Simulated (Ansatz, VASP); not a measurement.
## One calculation of CaSe, two programs

Contents of INCAR:

```
ALGO = Fast
EDIFF = 1E-6
ENCUT = 520
GGA = PE
ISIF = 2
ISMEAR = 0
LASPH = True
LCHARG = False
LREAL = False
LWAVE = False
NBANDS = 15
NELM = 100
PREC = Accurate
SIGMA = 0.05
```

The input KPOINTS:

```
k-points
0
Gamma
  8 8 8
```

The input POSCAR:

```
CaSe
1.0
    0.0000000000      3.3000000000      3.3000000000
    3.3000000000      0.0000000000      3.3000000000
    3.3000000000      3.3000000000      0.0000000000
Ca Se
1 1
Direct
    0.0000000000      0.0000000000      0.0000000000
    0.7500000000      0.7500000000      0.7500000000
```

Input for Ansatz:

```yaml
crystal:
  lattice:
    - [0.0, 3.3, 3.3]
    - [3.3, 0.0, 3.3]
    - [3.3, 3.3, 0.0]
  atoms:
    - { symbol: Ca, position: [0.0, 0.0, 0.0] }
    - { symbol: Se, position: [0.75, 0.75, 0.75] }
basis:
  ecutwfc: 420
kpoints:
  mp_grid: { grid: [8, 8, 8] }
hamiltonian:
  xc: pbe
scf:
  occupations: { method: gaussian, width: 0.05 }
output:
  forces: true
  stress: true
  eigenvalues: true
```

The cell comes from a database or a generator and needn't be the stable form of this composition.

Alike in both runs: task single point; functional PBE; k mesh 8 × 8 × 8; occupations gaussian, width 0.05 eV; no spin polarisation.

|  | VASP | Ansatz |
| --- | --- | --- |
| version | VASP 6.6.1 | Ansatz 0.2.0 |
| potentials or method | VASP PAW PBE potentials, release 64 (Ca_sv, Se) | scalar-relativistic, plane waves, PAW |
| plane-wave cutoff (eV) | 520 | 420 |
| valence electrons in the cell | 16 | 26 |

```csv
,VASP,Ansatz,Ansatz less VASP
gap on the k mesh at the Fermi level (eV),3.14,3.15,+0.001
least direct gap on the mesh (eV),3.24,3.24,0.000
pressure (GPa),-0.1,-0.2,-0.09
```

The two sets of potentials don't hold the same shells in valence.

A k mesh can miss the band edges. A hybrid or GW would open this gap; PBE tends to underestimate it.
